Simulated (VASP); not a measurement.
Write the native input for VASP 6.6.1 that does the following.

```
Task                   : band structure
Functional             : revPBE
Potentials or basis    : VASP PAW PBE potentials, release 64 (Ag)
Cutoff                 : 520 eV
k mesh                 : 11 × 11 × 11
Occupations            : fermi-dirac, width 0.05 eV
Spin                   : no spin polarisation
Further INCAR settings : ALGO = Fast; EDIFF = 1e-06; NBANDS = 12
```

The system is Ag.

```
Ag
1.0
     0.00000    2.04275    2.04275
     2.04275    0.00000    2.04275
     2.04275    2.04275    0.00000
Ag
1
Cartesian
  0.0000 0.0000 0.0000
```

These files were run (other wordings do the same):

POSCAR

```
Ag
1.0
    0.0000000000      2.0427500000      2.0427500000
    2.0427500000      0.0000000000      2.0427500000
    2.0427500000      2.0427500000      0.0000000000
Ag
1
Direct
    0.0000000000      0.0000000000      0.0000000000
```

INCAR.step1

```
SYSTEM = Ag
ALGO = Fast
EDIFF = 1E-6
ENCUT = 520
GGA = RE
ISIF = 2
ISMEAR = -1
LASPH = .True.
LCHARG = .True.
LMAXMIX = 4
LREAL = .False.
LWAVE = .False.
NBANDS = 12
NELM = 60
PREC = Accurate
SIGMA = 0.05
```

KPOINTS.step1

```
k-points
0
Gamma
  11 11 11
  0 0 0
```

INCAR.step2

```
SYSTEM = Ag
ALGO = Fast
EDIFF = 1E-6
ENCUT = 520
GGA = RE
ICHARG = 11
ISIF = 2
ISMEAR = 0
LASPH = .True.
LCHARG = .False.
LMAXMIX = 4
LREAL = .False.
LWAVE = .False.
NBANDS = 12
NELM = 60
PREC = Accurate
SIGMA = 0.05
```

KPOINTS.step2

```
path GXWKGLUWLK,UX
15
line-mode
reciprocal
 0.0000000000  0.0000000000  0.0000000000  G
 0.5000000000  0.0000000000  0.5000000000  X

 0.5000000000  0.0000000000  0.5000000000  X
 0.5000000000  0.2500000000  0.7500000000  W

 0.5000000000  0.2500000000  0.7500000000  W
 0.3750000000  0.3750000000  0.7500000000  K

 0.3750000000  0.3750000000  0.7500000000  K
 0.0000000000  0.0000000000  0.0000000000  G

 0.0000000000  0.0000000000  0.0000000000  G
 0.5000000000  0.5000000000  0.5000000000  L

 0.5000000000  0.5000000000  0.5000000000  L
 0.6250000000  0.2500000000  0.6250000000  U

 0.6250000000  0.2500000000  0.6250000000  U
 0.5000000000  0.2500000000  0.7500000000  W

 0.5000000000  0.2500000000  0.7500000000  W
 0.5000000000  0.5000000000  0.5000000000  L

 0.5000000000  0.5000000000  0.5000000000  L
 0.3750000000  0.3750000000  0.7500000000  K

 0.6250000000  0.2500000000  0.6250000000  U
 0.5000000000  0.0000000000  0.5000000000  X
```

Potentials or basis: VASP PAW PBE potentials, release 64 (Ag).

The run is started by

```bash
$ cat potpaw_PBE.64/Ag/POTCAR > POTCAR
$ cp INCAR.step1 INCAR
$ cp KPOINTS.step1 KPOINTS
$ mpirun -np 1 vasp_std > vasp.out
$ cp INCAR.step2 INCAR
$ cp KPOINTS.step2 KPOINTS
$ mpirun -np 1 vasp_std > vasp.out
```

Results of the run:

| Item | Value |
| --- | --- |
| Band gap along the path | none (metal or under the smearing width) |

Caveat: the log is that of the step along the path at fixed density, whose energy, stress, charges and moments have no meaning.

Run time: 12 s on 1 thread of Intel(R) Xeon(R) Platinum 8559C (Emerald Rapids), with other jobs on the host, peak memory 0.15 GiB.
